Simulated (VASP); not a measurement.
# HF on the (1 1 1) face of Pd, part 4 of 5

Aim: how strongly HF binds to the (1 1 1) face of Pd, and how it shifts the vacuum level. The molecule starts over a bridge site, tilted. The start is a cell from a database of measured crystal structures.

VASP 6.6.1, plane waves and PAW; the level of theory is named at each step.

So far. Step 4 (The free molecule): The run ended after 3 ionic steps, 0.002 eV below its first step, once the forces on the free atoms met EDIFFG = -0.03. Step 4 (The free molecule): Energy at zero smearing: -7.88701 eV.

### Step 6. Going on with the relaxation

Level of this step: PBE; plane waves and PAW (Pd, F, H) (VASP).

The relaxation goes on from its last finished geometry.

Contents of INCAR:

```
SYSTEM = HPd12F
PREC = Normal
ENCUT = 400
EDIFF = 1E-05
NELM = 120
ISMEAR = 1
SIGMA = 0.05
LREAL = Auto
ALGO = Fast
GGA = PE
NBANDS = 79
LORBIT = 11
LWAVE = .FALSE.
LCHARG = .FALSE.
KPAR = 2
NCORE = 2
IBRION = 1
NSW = 60
ISIF = 2
EDIFFG = -0.03
POTIM = 0.3
MAXMIX = 40
IDIPOL = 3
LDIPOL = .TRUE.
DIPOL = 0.5 0.5 0.479
ISYM = 0
```

Contents of POSCAR:

```
HPd12F
1.0
    5.5010079149      0.0000000000      0.0000000000
   -2.7505039575      4.7640126007      0.0000000000
    0.0000000000      0.0000000000     22.7185541542
Pd F H
12 1 1
Selective dynamics
Direct
    0.3333333300      0.1666666700      0.3530154200  F F F
    0.3333333300      0.6666666700      0.3530154200  F F F
    0.8333333300      0.1666666700      0.3530154200  F F F
    0.8333333300      0.6666666700      0.3530154200  F F F
    0.6625069911      0.3336902096      0.4548722708  T T T
    0.6624634336      0.8331466017      0.4546696016  T T T
    0.1623570267      0.3334090490      0.4549869330  T T T
    0.1623846042      0.8337753013      0.4549392113  T T T
    0.9896433824      0.5014238134      0.5576895573  T T T
    0.9901007211      0.0010466853      0.5565011619  T T T
    0.4901935026      0.5006192755      0.5563054877  T T T
    0.4912216488      0.0012248345      0.5565241330  T T T
    0.1044460395      0.4586883874      0.6771629324  T T T
    0.2516803276      0.4510166077      0.6569106705  T T T
```

Contents of KPOINTS:

```
Automatic mesh
0
Gamma
4 4 1
0 0 0
```

PAW data sets: Pd, F and H (PBE family, release 64).

Launch:

```bash
$ mpirun -np 4 vasp_std
```

Output:

```text
[... set-up lines as in an earlier step ...]
 entering main loop
       N       E                     dE             d eps       ncg     rms          rms(c)
DAV:   1     0.763176087568E+03    0.76318E+03   -0.49872E+04  1620   0.112E+03
DAV:   2    -0.200348742136E+02   -0.78321E+03   -0.73446E+03  1858   0.270E+02
DAV:   3    -0.683447009361E+02   -0.48310E+02   -0.44991E+02  1825   0.641E+01
DAV:   4    -0.694712880180E+02   -0.11266E+01   -0.11183E+01  1717   0.105E+01
DAV:   5    -0.695145122400E+02   -0.43224E-01   -0.43210E-01  2003   0.197E+00    0.219E+01
RMM:   6    -0.665864790052E+02    0.29280E+01   -0.11029E+01  1584   0.127E+01    0.123E+01
RMM:   7    -0.720455875199E+02   -0.54591E+01   -0.87858E+00  1584   0.100E+01    0.221E+01
RMM:   8    -0.734575014446E+02   -0.14119E+01   -0.38930E+00  1583   0.673E+00    0.214E+01
RMM:   9    -0.663676022128E+02    0.70899E+01   -0.18633E+00  1584   0.438E+00    0.693E+00
RMM:  10    -0.670333518388E+02   -0.66575E+00   -0.19816E+00  1586   0.455E+00    0.934E+00
RMM:  11    -0.663368728646E+02    0.69648E+00   -0.87488E-01  1581   0.343E+00    0.468E+00
RMM:  12    -0.661719281838E+02    0.16494E+00   -0.23148E-01  1584   0.162E+00    0.305E+00
RMM:  13    -0.660995383747E+02    0.72390E-01   -0.10705E-01  1584   0.108E+00    0.206E+00
RMM:  14    -0.660747780952E+02    0.24760E-01   -0.31621E-02  1584   0.612E-01    0.102E+00
RMM:  15    -0.660716888281E+02    0.30893E-02   -0.12926E-02  1586   0.385E-01    0.796E-01
RMM:  16    -0.660713946708E+02    0.29416E-03   -0.94283E-03  1583   0.339E-01    0.846E-01
RMM:  17    -0.660677487191E+02    0.36460E-02   -0.41629E-03  1583   0.231E-01    0.403E-01
RMM:  18    -0.660676965734E+02    0.52146E-04   -0.19980E-03  1584   0.161E-01    0.476E-01
RMM:  19    -0.660664704497E+02    0.12261E-02   -0.13804E-03  1584   0.125E-01    0.328E-01
RMM:  20    -0.660657966852E+02    0.67376E-03   -0.71060E-04  1575   0.917E-02    0.163E-01
RMM:  21    -0.660655662144E+02    0.23047E-03   -0.42068E-04  1575   0.624E-02    0.132E-01
RMM:  22    -0.660654642586E+02    0.10196E-03   -0.17939E-04  1551   0.431E-02    0.116E-01
RMM:  23    -0.660655117329E+02   -0.47474E-04   -0.13660E-04  1549   0.405E-02    0.126E-01
RMM:  24    -0.660654720101E+02    0.39723E-04   -0.60377E-05  1242   0.211E-02    0.774E-02
RMM:  25    -0.660654803373E+02   -0.83272E-05   -0.49389E-05  1200   0.198E-02
   1 F= -.66065480E+02 E0= -.66066824E+02  d E =-.660655E+02
 BRION: g(F)=  0.525E-03 g(S)=  0.000E+00
 bond charge predicted
       N       E                     dE             d eps       ncg     rms          rms(c)
DAV:   1    -0.660654899086E+02   -0.17899E-04   -0.80993E-02  1687   0.821E-01    0.846E-02
RMM:   2    -0.660656968685E+02   -0.20696E-03   -0.16147E-03  1605   0.116E-01    0.825E-02
RMM:   3    -0.660657382185E+02   -0.41350E-04   -0.20101E-04  1586   0.500E-02    0.583E-02
RMM:   4    -0.660657886540E+02   -0.50435E-04   -0.57896E-05  1347   0.284E-02    0.511E-02
RMM:   5    -0.660658725738E+02   -0.83920E-04   -0.28909E-05  1001   0.152E-02    0.295E-02
RMM:   6    -0.660659123219E+02   -0.39748E-04   -0.68525E-06   905   0.732E-03    0.198E-02
RMM:   7    -0.660659376501E+02   -0.25328E-04   -0.35739E-06   651   0.481E-03    0.141E-02
RMM:   8    -0.660659718963E+02   -0.34246E-04   -0.14334E-06   627   0.352E-03    0.120E-02
RMM:   9    -0.660659994939E+02   -0.27598E-04   -0.23952E-06   737   0.421E-03    0.277E-03
RMM:  10    -0.660660119683E+02   -0.12474E-04   -0.55049E-07   356   0.257E-03    0.249E-03
RMM:  11    -0.660660184196E+02   -0.64514E-05   -0.79402E-07   555   0.303E-03
   2 F= -.66066018E+02 E0= -.66067380E+02  d E =-.538082E-03
 BRION: g(F)=  0.131E-02 g(S)=  0.000E+00 retain N=  1 mean eig= 0.35
 eig:   0.352
 bond charge predicted
       N       E                     dE             d eps       ncg     rms          rms(c)
DAV:   1    -0.660662493196E+02   -0.23735E-03   -0.22173E-02  1646   0.372E-01    0.360E-02
RMM:   2    -0.660662362399E+02    0.13080E-04   -0.45043E-04  1292   0.497E-02    0.861E-03
RMM:   3    -0.660662595964E+02   -0.23357E-04   -0.30754E-05   926   0.155E-02    0.491E-03
RMM:   4    -0.660662596234E+02   -0.26957E-07   -0.63024E-06   874   0.754E-03
   3 F= -.66066260E+02 E0= -.66067618E+02  d E =-.241204E-03
 BRION: g(F)=  0.378E-04 g(S)=  0.000E+00 retain N=  1 mean eig= 0.39
 eig:   0.387
 reached required accuracy - stopping structural energy minimisation
```

Elapsed: 80 s, on 4 MPI ranks of AMD EPYC 9R14 (Zen 4), shared host; peak memory 1.1 GiB.

From OUTCAR (step 6):

```text
   NELECT =     128.0000    total number of electrons

 dipolmoment           0.000000      0.000000      0.137609 electrons x Angstroem

 E-fermi :  -1.0643

 k-point     1 :       0.0000    0.0000    0.0000
  band No.  band energies     occupation
    ...
     53      -1.1512      2.03394
     54      -1.1056      1.99192
     55      -1.1018      1.95185
     56      -1.0986      1.90877
     57      -1.0698      1.18199
     58      -0.9114     -0.00013
     59      -0.9074     -0.00008
     60      -0.9023     -0.00005
     61      -0.8578     -0.00000
     62      -0.6715     -0.00000
    ...

  Total       -6.0678108     -6.2283966     -1.8453987     -0.0877980      0.0440330     -0.0750876
  in kB      -16.3285175    -16.7606548     -4.9659796     -0.2362650      0.1184930     -0.2020613
  external PRESSURE =     -12.6850506 kB  Pullay stress =       0.0000000 kB

 POSITION                                       TOTAL-FORCE (eV/Angst)
 -----------------------------------------------------------------------------------
      1.37525      0.79400      8.02000         0.004505     -0.007582     -0.058027
     -0.00000      3.17601      8.02000        -0.021619     -0.015252      0.016150
      4.12576      0.79400      8.02000         0.009961      0.019226      0.023036
      2.75050      3.17601      8.02000         0.011518     -0.005385      0.018492
      2.72645      1.58904     10.33441        -0.001500     -0.006167      0.004659
      1.35173      3.96959     10.32957        -0.011170      0.007777      0.001471
     -0.02339      1.58845     10.33621         0.008085     -0.000179     -0.007827
     -1.39957      3.97230     10.33574         0.003805      0.000398      0.000594
      4.06473      2.38865     12.66926         0.000314     -0.003782     -0.012326
      5.44414      0.00483     12.64268         0.007783     -0.001012     -0.005572
      1.32033      2.38543     12.63883         0.009057      0.007793      0.008110
      2.69812      0.00553     12.64313        -0.010805     -0.005903     -0.001727
     -0.68782      2.18557     15.38513        -0.003216      0.008700      0.012698
      0.14434      2.14867     14.92368        -0.006717      0.001368      0.000267
 -----------------------------------------------------------------------------------
    total drift:                                0.003461     -0.009687     -0.014173

  FREE ENERGIE OF THE ION-ELECTRON SYSTEM (eV)
  ---------------------------------------------------
  free  energy   TOTEN  =       -66.0662596234 eV

  energy  without entropy=      -66.0703351769  energy(sigma->0) =      -66.06761814

 vacuum level on the upper side and lower side of the slab         5.211         4.238

[... 6 parts as in an earlier step ...]

[... 9 further parts left out ...]
```

Hardly anything moved in the relaxation; the energy changed by under 0.2 meV an atom.

This step gave:

- electronic cycles: 40
- electrons: 128
- free energy (TOTEN): -66.0663 eV
- energy at zero smearing: -66.0676 eV
- Fermi energy: -1.064 eV
- dipole moment: 0, 0, 0.1376 e·Å

The run ended after 3 ionic steps, 0.001 eV below its first step, once the forces on the free atoms met EDIFFG = -0.03.

VASP counts the dipole in electrons times Å, so a positive number points the physical dipole along −c.

(Continued in part 5 of 5.)

[Lines on the potential files, build, host, timing and source positions are cut from VASP's logs without a mark.]

[Logs are printed without paths, hosts, clocks, repeated set-up lines and the standing remarks that a program may print on its own settings, such as how far it seeks lower states.]

[Hosts, paths, dates, database ids (printed as entryN), source tags and the programs' standing remarks are cut or masked in the printed files.]

[Runs that stopped without an error message from VASP are left out.]
